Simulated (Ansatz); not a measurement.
Method: Ansatz 0.2.0, DFT PBE, scalar-relativistic, plane waves, PAW. All cells share a 420 eV cutoff and Γ-centred k meshes spaced at most about 0.3 Å⁻¹ (about 0.25 or finer for metals, 2π included). No spin polarisation.

All energies are static (0 K, no zero-point motion).

Compare these two cells of Mg3Sn3N, each relaxed at this level.

A.

Space group P3m1 (No. 156). a = 3.315 Å, b = 3.315 Å, c = 15.392 Å, α = 90.00°, β = 90.00°, γ = 120.00°
```
atom  site  symmetry       x       y       z
  Mg    1c       3m.  0.6667  0.3333  0.4085
  Mg    1b       3m.  0.3333  0.6667  0.0693
  Mg    1c       3m.  0.6667  0.3333  0.9356
  Sn    1a       3m.  0.0000  0.0000  0.5766
  Sn    1a       3m.  0.0000  0.0000  0.2467
  Sn    1b       3m.  0.3333  0.6667  0.7603
   N    1a       3m.  0.0000  0.0000  0.0031
```

B.

Space group P4/mmm (No. 123). a = 3.219 Å, b = 3.219 Å, c = 14.570 Å, α = 90.00°, β = 90.00°, γ = 90.00°
```json
{"atom": "Mg", "site": "2g", "symmetry": "4mm", "x": "0.0000", "y": "0.0000", "z": "0.1424"}
{"atom": "Mg", "site": "1c", "symmetry": "4/mmm", "x": "0.5000", "y": "0.5000", "z": "0.0000"}
{"atom": "Sn", "site": "2h", "symmetry": "4mm", "x": "0.5000", "y": "0.5000", "z": "0.7154"}
{"atom": "Sn", "site": "1d", "symmetry": "4/mmm", "x": "0.5000", "y": "0.5000", "z": "0.5000"}
{"atom": "N", "site": "1a", "symmetry": "4/mmm", "x": "0.0000", "y": "0.0000", "z": "0.0000"}
```

Problem. Which is lower in energy, and by how much?

Solution. A is lower, by 62 meV/atom. A has space group P3m1 (No. 156), 20.9 Å³/atom and no gap on its mesh; B has space group P4/mmm (No. 123), 21.6 Å³/atom and no gap. Counting Mg or Sn atoms around N (for each partner element, those within 1.25 times its shortest distance or 1.15 times the sum of covalent radii, where it is the nearest in units of that sum or under 1.3), A and B both have N 6. Origin: A, invented; B, invented, then shaken at random and relaxed again.

Cells relaxed within their symmetry can be saddle points.
